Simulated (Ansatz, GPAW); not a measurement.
# CdF$_{2}$ with PBE in single-zeta orbitals from a Python script

These are simulated results from GPAW 26.7.0, not measurements. The cell was built from a prototype and was relaxed with r2SCAN in plane waves (Ansatz 0.2.0). It may be hypothetical. It is a single sheet, repeated along a and b, with vacuum along c. All runs are without spin polarisation.

The sheet's in-plane cell has a = 3.284 Å, b = 3.284 Å (γ = 120.0°), and its outermost atoms lie 2.47 Å apart along the normal. Around Cd lie 6 F at 2.26 Å; around F lie 3 Cd at 2.26 Å.

The basis is minimal: single zeta, one radial function for each shell that the log's basis lists. It describes the filled bands fairly and the empty ones poorly.

run.py reads:

```python
import json
from ase import Atoms
from gpaw import GPAW, PW, FermiDirac

atoms = Atoms(['Cd', 'F', 'F'],
              cell=[[3.28410188, 0.0, 0.0], [-1.64205094, 2.84411566, 0.0], [0.0, 0.0, 28.58682904]],
              scaled_positions=[[0.333333333, 0.666666667, 0.314830301], [0.666666667, 0.333333333, 0.358023868], [0.666666667, 0.333333333, 0.271636735]],
              pbc=True)
calc = GPAW(mode='lcao', basis='sz(dzp)', h=0.2, xc='PBE', kpts={'size': (6, 6, 1), 'gamma': True},
            occupations=FermiDirac(0.02), maxiter=100, legacy_gpaw=True, txt='gpaw.txt')
atoms.calc = calc
res = {'energy': atoms.get_potential_energy(force_consistent=True)}
res['electrons'] = calc.get_number_of_electrons()
res['k'] = calc.get_ibz_k_points().tolist()
res['levels'] = [calc.get_eigenvalues(kpt=i).tolist() for i in range(len(res['k']))]
points = [[0.0, 0.0, 0.0], [0.5, 0.0, 0.0], [0.333333, 0.333333, 0.0], [0.1875, 0.395833, 0.0]]
bands = calc.fixed_density(kpts=points, symmetry='off', txt='bands.txt')
res['points'] = [bands.get_eigenvalues(kpt=i).tolist() for i in range(len(points))]
json.dump(res, open('results.json', 'w'))
print('free energy (eV):', round(res['energy'], 5))
```

Command: `python run.py`. It took 6.8 s on 1 thread of Arm Neoverse V1 (shared host), peak memory 0.2 GiB.

The log gpaw.txt, trimmed of paths, versions and times, then the last line on the terminal. An iter line gives the energy in eV and the logarithms of the changes of orbitals (plane waves alone) and density (c: converged):

```
___ ___ ___ _ _ _
 |   |   |_  | | | |

 | | | | | . | | | |

 |__ |  _|___|_____|  26.7.0
 |___|_|

Input parameters:
  basis: sz(dzp)
  h: 0.2
  kpts: {gamma: True,
         size: (6, 6, 1)}
  maxiter: 100
  mode: lcao
  occupations: {fixmagmom: False,
                name: fermi-dirac,
                width: 0.02}
  xc: PBE

System changes: positions, numbers, cell, pbc, initial_charges, initial_magmoms

Initialize ...

species:
  Cd:
    name:    Cadmium
    Z:       48.0
    valence: 12
    core:    36
    charge:  0.0  # [|e|]
    compensation charges:
      type: gauss
      rc: 0.38  # [Å]
      lmax: 2
    cutoffs:
      filter: 2.12  # [Å]
      core: 2.62  # [Å]
    projectors
    | kind |    occ | energy [eV] | rcut [Å] |

    |------|--------|-------------|----------|

    |   5s |  2.000 |      -5.655 |    1.191 |

    |   5p |  0.000 |      -1.186 |    1.228 |

    |   4d | 10.000 |     -11.739 |    1.164 |

    |    s |        |      21.556 |    1.191 |

    |    p |        |      26.026 |    1.228 |

    |    d |        |      15.473 |    1.164 |

    LCAO basis set for Cd:
      Name: sz(dzp)
      Number of radial functions: 3
      Number of spherical harmonics: 9
        l=0, rc=8.5781 Bohr: 5s-sz confined orbital
        l=1, rc=12.6406 Bohr: 5p-sz confined orbital
        l=2, rc=4.9062 Bohr: 4d-sz confined orbital
      Number of RI-basis functions 0

  F:
    name:    Fluorine
    Z:       9.0
    valence: 7
    core:    2
    charge:  0.0  # [|e|]
    compensation charges:
      type: gauss
      rc: 0.20  # [Å]
      lmax: 2
    cutoffs:
      filter: 1.14  # [Å]
      core: 0.74  # [Å]
    projectors
    | kind |    occ | energy [eV] | rcut [Å] |

    |------|--------|-------------|----------|

    |   2s |  2.000 |     -29.898 |    0.635 |

    |   2p |  5.000 |     -11.110 |    0.635 |

    |    s |        |      -2.687 |    0.635 |

    |    p |        |      16.102 |    0.635 |

    |    d |        |       0.000 |    0.635 |

    LCAO basis set for F:
      Name: sz(dzp)
      Number of radial functions: 2
      Number of spherical harmonics: 4
        l=0, rc=3.8594 Bohr: 2s-sz confined orbital
        l=1, rc=4.8750 Bohr: 2p-sz confined orbital
      Number of RI-basis functions 0

Reference energy: -157601.279907  # eV

Spin-paired calculation

Convergence criteria:
 Maximum [total energy] change in last 3 cyles: 0.0005 eV / valence electron
 Maximum integral of absolute [dens]ity change: 0.0001 electrons / valence electron
 Maximum integral of absolute [eigenst]ate change: 4e-08 eV^2 / valence electron
 Maximum number of scf [iter]ations: 100
 (Square brackets indicate name in SCF output, whereas a 'c' in
 the SCF output indicates the quantity has converged.)

Symmetries present (total): 2

  ( 1  0  0)  (-1  0  0)
  ( 0  1  0)  ( 1  1  0)
  ( 0  0  1)  ( 0  0  1)

36 k-points: 6 x 6 x 1 Monkhorst-Pack grid + [1/12,1/12,0.000000]
13 k-points in the irreducible part of the Brillouin zone
       k-points in crystal coordinates                weights
   0:     0.00000000    0.00000000    0.00000000          1/36
   1:     0.00000000    0.16666667    0.00000000          2/36
   2:     0.00000000    0.33333333    0.00000000          2/36
   3:     0.00000000    0.50000000    0.00000000          1/36
   4:     0.16666667    0.00000000    0.00000000          4/36
   5:     0.16666667    0.16666667    0.00000000          4/36
   6:     0.16666667    0.50000000    0.00000000          4/36
   7:     0.33333333   -0.16666667    0.00000000          2/36
   8:     0.33333333    0.00000000    0.00000000          4/36
   9:     0.33333333    0.33333333    0.00000000          2/36
          ...
  12:     0.50000000    0.50000000    0.00000000          2/36

Wave functions: LCAO
  Diagonalizer: Serial LAPACK
  Atomic Correction: dense with blas
  Data-type: complex

Occupation numbers: Fermi-Dirac:
  width: 0.0200  # eV

Eigensolver
   LCAO using direct dense diagonalizer

Densities:
  Coarse grid: 16*16*144 grid
  Fine grid: 32*32*288 grid
  Total Charge: 0.000000

Density mixing:
  Method: separate
  Backend: msr1
  Linear mixing parameter: 0.05
  old densities: 10
  Width of damping distribution: 1.1
  Damping of long wavelength oscillations: 20

Hamiltonian:
  XC and Coulomb potentials evaluated on a 32*32*288 grid
  Using the PBE Exchange-Correlation functional
  Interpolation: tri-quintic (5. degree polynomial)
  Poisson solver: FastPoissonSolver using
    Stencil: 8*3+1=25 point O(h^6) finite-difference Laplacian
    FFT axes: [np.int64(0), np.int64(1), np.int64(2)]
    FST axes: []

XC parameters: PBE with 2 nearest neighbor stencil

Memory estimate:
  Process memory now: 140.32 MiB
  Calculator: 29.72 MiB
    Density: 19.02 MiB
      Arrays: 7.31 MiB
      Localized functions: 6.09 MiB
      Mixer: 5.62 MiB
    Hamiltonian: 5.22 MiB
      Arrays: 4.78 MiB
      XC: 0.00 MiB
      Poisson: 0.00 MiB
      vbar: 0.44 MiB
    Wavefunctions: 5.47 MiB
      C [qnM]: 0.06 MiB
      S, T [2 x qmm]: 0.11 MiB
      P [aqMi]: 0.01 MiB
      BasisFunctions: 5.29 MiB
      Eigensolver: 0.00 MiB

Total number of cores used: 1

Number of atoms: 3
Number of atomic orbitals: 17
Number of bands in calculation: 17
Number of valence electrons: 26
Bands to converge: occupied
Positions:
   0 Cd    -0.000000    1.896077    9.000000    ( 0.0000,  0.0000,  0.0000)
   1 F      1.642051    0.948039   10.234767    ( 0.0000,  0.0000,  0.0000)
   2 F      1.642051    0.948039    7.765233    ( 0.0000,  0.0000,  0.0000)

Unit cell:
           periodic     x           y           z      points  spacing
  1. axis:    yes    3.284102    0.000000    0.000000    16     0.1778
  2. axis:    yes   -1.642051    2.844116    0.000000    16     0.1778
  3. axis:    yes    0.000000    0.000000   28.586829   144     0.1985

  Lengths:   3.284102   3.284102  28.586829
  Angles:   90.000000  90.000000 120.000000

Effective grid spacing dv^(1/3) = 0.1935

iter:   1    -9.209630        c
iter:   2    -8.850356        c -1.17
iter:   3    -7.438966        c -1.21
iter:   4    -7.395521        c -1.91
iter:   5    -7.389072        c -2.15
iter:   6    -7.388724c       c -3.07
iter:   7    -7.388711c       c -3.60
iter:   8    -7.388707c       c -3.97
iter:   9    -7.388707c       c -5.16c

Converged after 9 iterations.

Energy contributions relative to reference atoms: (reference = -157601.279907)

Kinetic:        +73.861838
Potential:      -63.452427
External:        +0.000000
XC:             -18.703207
Entropy (-ST):   -0.000000
Local:           +0.905089
SIC:             +0.000000
--------------------------
Free energy:     -7.388707
Extrapolated:    -7.388707

Showing only first 2 kpts
 Kpt  Band  Eigenvalues  Occupancy
  0    11     -7.53499    2.00000
  0    12     -7.33684    2.00000
  0    13     -4.43150    0.00000
  0    14      0.33516    0.00000

  1    11     -7.47080    2.00000
  1    12     -7.25608    2.00000
  1    13     -3.61827    0.00000
  1    14      1.10824    0.00000

Fermi level: -5.01995

Gap: 2.532 eV
Transition (v -> c):
  (s=0, k=9, n=12, [0.33, 0.33, 0.00]) -> (s=0, k=0, n=13, [0.00, 0.00, 0.00])
Direct/indirect transitions are different
Direct gap: 2.905 eV
Transition at: (s=0, k=0, n=12, [0.00, 0.00, 0.00])

free energy (eV): -7.38871
```

The gap in the log is over the mesh alone; results.json adds the listed points. PBE in single-zeta orbitals gives a gap of 2.53 eV. On the same cell, plane-wave PBE (Ansatz, 12×12×1 k points and the special points) gives a gap of 3.08 eV and r2SCAN a gap of 3.66 eV; on shared hosts these took about 14 and 36 core-seconds on the 3-atom cell, against 6.8 for the script. Semilocal gaps usually lie below measured ones.

The runs are scalar-relativistic, without spin-orbit coupling.
